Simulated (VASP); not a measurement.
# GaAs (F-43m) in VASP: further runs, part 3 of 3

VASP 6.6.1. The steps go on from the part before.

### 5 G0W0 quasiparticle levels, PBE

Input file POSCAR:

```
GaAs
1.0
    0.0000000000      2.8268500000      2.8268500000
    2.8268500000      0.0000000000      2.8268500000
    2.8268500000      2.8268500000      0.0000000000
As Ga
1 1
Direct
    0.7500000000      0.7500000000      0.7500000000
    0.0000000000      0.0000000000      0.0000000000
```

Input file INCAR.step1:

```
  PREC = Accurate
  ENCUT = 450
  EDIFF = 1E-8
  ISMEAR = 0
  SIGMA = 0.01
  LREAL = False
  LASPH = True
  NELM = 100
  ALGO = Fast
  LWAVE = True
  LCHARG = False
  GGA = PE
```

Input file INCAR.step2:

```
  PREC = Accurate
  ENCUT = 450
  EDIFF = 1E-8
  ISMEAR = 0
  SIGMA = 0.01
  LREAL = False
  LASPH = True
  NELM = 1
  ALGO = Exact
  LWAVE = True
  LCHARG = False
  GGA = PE
  NBANDS = 36
  LOPTICS = True
  ISTART = 1
```

Input file INCAR.step3:

```
  PREC = Accurate
  ENCUT = 450
  EDIFF = 1E-8
  ISMEAR = 0
  SIGMA = 0.01
  LREAL = False
  LASPH = True
  ALGO = EVGW0
  LWAVE = False
  LCHARG = False
  GGA = PE
  NELMGW = 1
  NBANDS = 36
  ENCUTGW = 100
  NOMEGA = 48
  PRECFOCK = Fast
  ISTART = 1
  NBANDSGW = 17
```

Input file KPOINTS:

```
Automatic mesh
0
Gamma
  3 3 3
```

Potentials or basis: VASP PAW PBE potentials, release 64 (As_GW, Ga_d_GW).

Command:

```console
cat potpaw_PBE.64/As_GW/POTCAR potpaw_PBE.64/Ga_d_GW/POTCAR > POTCAR
cp INCAR.step1 INCAR
mpirun -np 1 vasp_std > vasp.out
cp INCAR.step2 INCAR
mpirun -np 1 vasp_std > vasp.out
cp INCAR.step3 INCAR
mpirun -np 1 vasp_std > vasp.out
```

OUTCAR:

```text
PREC = Accurate
   ENCUT = 450
   EDIFF = 1E-8
   ISMEAR = 0
   LREAL = False
   LASPH = True
   GGA = PE
   NELMGW = 1
   ENCUTGW = 100
   PRECFOCK = Fast
   ISTART = 1

 Found      4 irreducible k-points:

 Following reciprocal coordinates:
            Coordinates               Weight
  0.000000  0.000000  0.000000      1.000000
  0.333333  0.000000  0.000000      8.000000
  0.333333  0.333333  0.000000      6.000000
 -0.333333  0.333333  0.000000     12.000000
   k-points           NKPTS =      4   k-points in BZ     NKDIM =     27   number of bands    NBANDS=     36
   number of dos      NEDOS =    301   number of ions     NIONS =      2
   total plane-waves  NPLWV =  21952
   dimension x,y,z NGX =    28 NGY =   28 NGZ =   28
   dimension x,y,z NGXF=    56 NGYF=   56 NGZF=   56
   ions per type =               1   1
   NGX,Y,Z   is equivalent  to a cutoff of  11.64, 11.64, 11.64 a.u.
   NGXF,Y,Z  is equivalent  to a cutoff of  23.29, 23.29, 23.29 a.u.
 SYSTEM =  unknown system
[... 32 lines left out ...]
  Thomas-Fermi vector in A             =   2.340347
   LORBIT       =      0    0 simple, 1 ext, 2 COOP (PROOUT), +10 PAW based schemes
   GGA     = PE    functional components
   LHFCALC =     T    Hartree Fock is set to
   PRECFOCK=fast      Normal, Fast or Accurate (Low or Medium for compatibility)
   ENCUT4O =  -1.0   cutoff for four orbital integrals eV
   NKREDX  =     1    reduce k-point grid by
   NKREDY  =     1    reduce k-point grid by
   NKREDZ  =     1    reduce k-point grid by
   AEXX    =    1.0000 exact exchange contribution
   HFSCREEN=    0.0000 screening length (either q_TF or 0.3 A-1)
   HFSCREENC=   0.0000 screening length for correlation (either q_TF or 0.3 A-1)
   ENCUTFOCK=  -1.0 apply spherical cutoff to Coloumb kernel
   IVDW    =     0    specifies the selected vdW correction
   LEPSILON=     F    determine dielectric tensor
   LRPA    =     F    only Hartree local field effects (RPA)
   LRPAFORCE           =     F    calculate RPA forces
   ENCUTGW             = 100.0    cutoff for response function in eV
   ENCUTGWSOFT         =  80.0    soft cutoff for Coulomb kernel in GW response function in eV
   ENCUTLF             =  -1.0    cutoff for local field effects
   NELMGW              =     1    number of iterations in solving QP/BSE equation
   NELMHF              =     1    number of iterations in the inner HF iteration
   NKREDLFX            =     1    NKREDLFY  =   1   NKREDLFZ  =   1
 non-spin polarized calculation
 Gauss-broadening in eV      SIGMA  =   0.01
  energy-cutoff  :      450.00
  volume of cell :       45.18
 maximum number of plane-waves:      1002
  NGX = 16; NGY = 16; NGZ = 16
   NGX = 13   NGY = 13   NGZ = 13
 maximum number of plane-waves:       113
 NGX is ok and might be reduce to    14

 QP shifts <psi_nk| G(iteration)W_0 |psi_nk>: iteration 1
 for sc-GW calculations column KS-energies equals QP-energies in previous step
 and V_xc(KS)=  KS-energies - (<T + V_ion + V_H > + <T+V_H+V_ion>^1  + <V_x>^1)

 k-point   1 :       0.0000    0.0000    0.0000
  band No.  KS-energies  QP-energies   sigma(KS)   V_xc(KS)     V^pw_x(r,r')   Z            occupation Imag(sigma)

      1     -10.9652     -13.8389     -25.9077     -21.7129     -35.0607       0.6851       2.0000       0.3452
      2     -10.9652     -13.8389     -25.9077     -21.7129     -35.0607       0.6851       2.0000       0.3452
      3     -10.9652     -13.8389     -25.9077     -21.7129     -35.0607       0.6851       2.0000       0.3452
      4     -10.8897     -13.7874     -26.0310     -21.8097     -35.1532       0.6864       2.0000       0.3058
      5     -10.8897     -13.7874     -26.0310     -21.8097     -35.1532       0.6864       2.0000       0.3058
      6      -8.7613      -8.8985     -11.3251     -11.1300     -18.0691       0.7032       2.0000       1.1936
[... 59 lines left out ...]
      3     -10.9284     -13.8298     -26.0007     -21.7908     -35.1572       0.6892       2.0000       0.3406
      4     -10.8975     -13.7892     -26.0058     -21.7897     -35.1296       0.6859       2.0000       0.3072
      5     -10.8864     -13.7916     -26.0307     -21.8146     -35.1595       0.6891       2.0000       0.3035
      6      -6.4238      -6.5587     -12.5000     -12.3079     -18.5480       0.7018       2.0000       0.8132
[... 9 lines left out ...]
     16      18.2111      18.7179      -8.2971      -8.9499      -2.7256       0.7764       0.0000      -0.7305
     17      18.6244      18.9857      -7.8099      -8.2679      -2.3578       0.7888       0.0000      -0.7309
```

OUTCAR.step2:

```text
PREC = Accurate
   ENCUT = 450
   EDIFF = 1E-8
   ISMEAR = 0
   LREAL = False
[... 537 lines left out ...]
     0.00000   294.65429   294.65429   294.65429     0.00000     0.00000     0.00000
     0.64574  -312.04874  -312.04874  -312.04874     0.00000     0.00000     0.00000
     1.29148    -3.54715    -3.54715    -3.54715     0.00000     0.00000     0.00000
     1.93722    97.05642    97.05642    97.05642     0.00000     0.00000     0.00000
     2.58297   -40.48937   -40.48937   -40.48937    -0.00000    -0.00000    -0.00000
     3.22871     5.84750     5.84750     5.84750     0.00000    -0.00000     0.00000
[... 92 lines left out ...]
    63.28268     0.87003     0.87003     0.87003    -0.00000    -0.00000    -0.00000
    63.92842     0.87291     0.87291     0.87291    -0.00000    -0.00000    -0.00000
```

Run time: 17 s. Hardware: 1 thread of Intel Xeon 6975P-C (Granite Rapids), shared host; peak memory 0.28 GiB.

The run converged, but some of its settings lie outside the range that counts as converged, so its numbers aren't taken as properties of the crystal.

Results:

| Item | Value |
| --- | --- |
| Band gap on the k mesh, mean-field level | 0.49 eV, direct |
| Quasiparticle gap | 1.48 eV |
| Least direct quasiparticle gap | 1.48 eV |

Caveat: the k mesh is coarse (spacing up to 0.64 Å⁻¹), so the values aren't converged; bands, screening cutoff and mesh are small and nothing is extrapolated, so the quasiparticle values aren't converged.

### 6 Against experiment

Step 2. Against the measured gap of GaAs, 1.412 eV (direct; 300 K; “Evidence of valence band perturbations in GaAsN/GaAs(001): A combined variable-angle spectroscopic ellipsometry and modulated photoreflectance investigation”, 2008, arxiv:0805.2212), the calculated 1.34 eV is off by -0.07 eV. 3 values of this kind are on record (1.412 to 1.51 eV); this one was drawn at random among those near their median, those with a stated uncertainty first. Spin-orbit coupling on As, Ga is left out. The value is that of G0W0 on PBE, without temperature or zero-point motion.
